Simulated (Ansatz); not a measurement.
# SiC (F-43m), random displacements

These are results of DFT LDA, scalar-relativistic, plane waves, PAW (Ansatz 0.2.0), not measurements. Cutoff 420 eV, Γ-centred 8×8×8 k-points, Gaussian smearing of 0.05 eV. No spin polarisation. Energies are free energies at this smearing, counted from the undisturbed cell; pressure is positive in compression.

Zero of the scan (as given, not relaxed at this level):

```
CELL_PARAMETERS angstrom
4.34800 0.00000 0.00000
0.00000 -4.34800 0.00000
0.00000 0.00000 -4.34800
ATOMIC_POSITIONS crystal
Si 0.00000 0.50000 0.50000
Si 0.50000 0.00000 0.50000
Si 0.50000 0.50000 0.00000
Si 0.00000 0.00000 0.00000
C 0.75000 0.75000 0.75000
C 0.25000 0.25000 0.75000
C 0.25000 0.75000 0.25000
C 0.75000 0.25000 0.25000
```

The atoms are displaced (Å, in the unstrained cell):

```tsv
atom	ux	uy	uz
Si1	-0.077	0.057	-0.115
Si2	-0.051	0.000	0.013
Si3	0.101	0.189	-0.078
Si4	0.106	-0.054	0.013
C5	-0.006	-0.010	-0.018
C6	0.011	-0.033	0.109
C7	-0.039	-0.089	0.052
C8	-0.045	-0.061	0.026
```

Strain (Voigt, engineering shear): (0.0281, -0.0423, -0.0252, 0.0730, 0.0031, -0.0749).

Task: What are the energy change, the stress and the forces?

Result: ΔE = 521.4 meV/atom; stress (xx, yy, zz, yz, xz, xy; compression positive) (13.75, 24.95, 28.26, -35.20, -20.36, 37.63) GPa; gap on the mesh 0.15 eV.
```
atom Fx (eV/Å) Fy Fz
 Si1      -1.16  -3.83   4.41
 Si2       0.53   1.26   1.14
 Si3      -8.73  -9.57   8.24
 Si4      -4.11  -0.70   2.26
  C5       0.03   0.27  -1.08
  C6       2.23   1.44  -3.71
  C7       3.04   4.34  -3.43
  C8       8.16   6.78  -7.84
```

Cost: 1 run of about 0.33 core-minutes, on Intel Xeon 6975P-C (Granite Rapids) (shared hosts).